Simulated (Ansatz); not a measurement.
Input for Ansatz (plane-wave DFT, PAW):

```yaml
crystal:
  lattice:
    - [3.2657242595, 0.056715784, 0.0132595657]
    - [1.5823979709, 2.8572980976, 0.0185488416]
    - [1.607323636, 0.9610947449, 2.6777549462]
  atoms:
    - { symbol: Sc, position: [0.0, 0.0, 0.0] }
basis:
  ecutwfc: 420
kpoints:
  mp_grid: { grid: [10, 10, 10] }
  band_path:
    path:
      - [[0.0, 0.0, 0.0], [2.238e-05, 0.5000208, 0.50000805], [-0.24997762, 0.2500208, 0.50000805], [1.849e-05, 2.496e-05, 0.50000805], [0.0, 0.0, 0.0], [-0.5, -0.5, 0.0], [-0.37520619, -0.37520296, 0.24957317]]
      - [[0.37524317, 0.37525289, 0.75044292], [0.0, 0.0, 0.0]]
      - [[2.238e-05, 0.5000208, 0.50000805], [0.25046054, 0.50003539, 0.75044292]]
      - [[-0.49998883, -0.25042047, 0.24957317], [-0.5, -0.5, 0.0]]
    npoints: 4
hamiltonian:
  xc: hse06
scf:
  occupations: { method: gaussian, width: 0.1 }
output:
  forces: true
  stress: true
  eigenvalues: true
  populations: true
  dos: { projected: true, de: 0.02 }
  bader: false
  write_density: true
  write_potential: true
  elf: true
  volumetric_format: npy
```

Run as
```bash
ansatz run input.yaml --threads 2 --pin off --max-ram 5120MiB --backend cpu --events-out ev --progress --plain --runs-dir out
```

Computed with Ansatz 0.2.0, DFT HSE06, scalar-relativistic, plane waves, PAW.

Abridged output (final results; tables in files aren't shown):

```
SCF 3 converged in 4 iterations: F = -2135.822156 eV  dr2 = 4.38e-9
  Residual-converged pass: ⟨swp⟩=3.0  Hψ=8896  notcnv=0  max |occ|·‖R‖ = 2.4e-6 eV (tolerance 2.4e-6 eV) dr2=4.39e-9  dr2_onsite=3.56e-11  max |Δocc| = 7.6e-11
hybrid outer 2: dexx = +8.687e-7 eV, tail = 1.91e-8 eV, Δε = 5.42e-3 eV (about 1.40e-4 eV left of the loop's levels)
hybrid SCF converged: 2 outer / 10 inner (+5 warm-up), last move |dexx| = 8.69e-7 eV, tail = 1.91e-8 eV
Stability not checked: this state was not tested for a lower state beside it, because the functional holds exact exchange (a hybrid, or Hartree-Fock), whose exchange loop this test does not read (fock_operator; see scf.lower_state_search)
Free energy (F): -2135.822156 eV
Frozen-core exchange: fock
Harris-Foulkes:  -2135.822156 eV  (|F-HF|=8.64e-11)
Internal energy: -2135.811236 eV  (E = F + TS)
E sigma→0 (E₀):  -2135.816696 eV
Entropy (-TS):   -0.010920 eV (-10.920 meV/atom)
Fermi energy:    9.437708 eV
--- Per-component energies (eV) ---
  E_band       = -194.841222
  E_kinetic    = 259.549892
  E_local      = -834.463700  (includes V_loc(G=0)·N_el)
  E_nonlocal   = 80.333613
  E_hartree    = 282.230941
  E_xc         = -83.875754
  E_vxc        = -102.814524  (∫ρ·V_xc dr)
  E_exx        = -32.978918  (= α·E_x^exact, valence–valence)
  E_paw        = -941.847219  (= ΣΔE_a)
  E_vpaw       = -95.950394  (= ΣTr[D̂ρ^β])
  E_aug_tail   = 0.000011  (compensation charges beyond the density's cutoff)
  E_ewald      = -864.597512
  E_core_change = -0.162589  (= ΣΔE_core)
  E_smearing   = -0.010920  (= −TS)
--- Forces (eV/Å), atoms counted from 1 ---
  atom   1  Sc     0.00000000     0.00000000     0.00000000
--- Stress (GPa, compression-positive) ---
        1.837058      -0.009076       0.009135
       -0.009076       1.846626       0.005472
        0.009135       0.005472       1.843604
  P = ⅓ Tr σ = 1.8424 GPa (18.424 kbar)
--- Band table (eV; the first three rows and the last of 504) ---
  k-point 0: bands = ["-44.5427", "-21.3425", "-21.3417", "-21.3417", "3.0854", "11.7103", "11.7106", "11.7152", "13.2715", "13.2772"]
  k-point 1: bands = ["-44.5367", "-21.3839", "-21.3472", "-21.3468", "3.3713", "11.4750", "11.8031", "11.8060", "13.1981", "13.2032"]
  k-point 2: bands = ["-44.5211", "-21.4919", "-21.3603", "-21.3599", "4.1848", "10.8987", "11.9386", "11.9424", "13.1610", "13.1636"]
  k-point 503: bands = ["-44.4800", "-21.7641", "-21.3942", "-21.3942", "7.3783", "9.1937", "11.5609", "11.5667", "14.1831", "14.1869"]
--- Löwdin populations: 1 site ---
  site symbol q [e]
     0     Sc     10.7737
  spilling = 0.020576 (of n_electrons = 11.000000)
```

The run converged.

The run took 10 min on 2 threads of Arm Neoverse V1, with other jobs on the host, peak memory 3.1 GiB.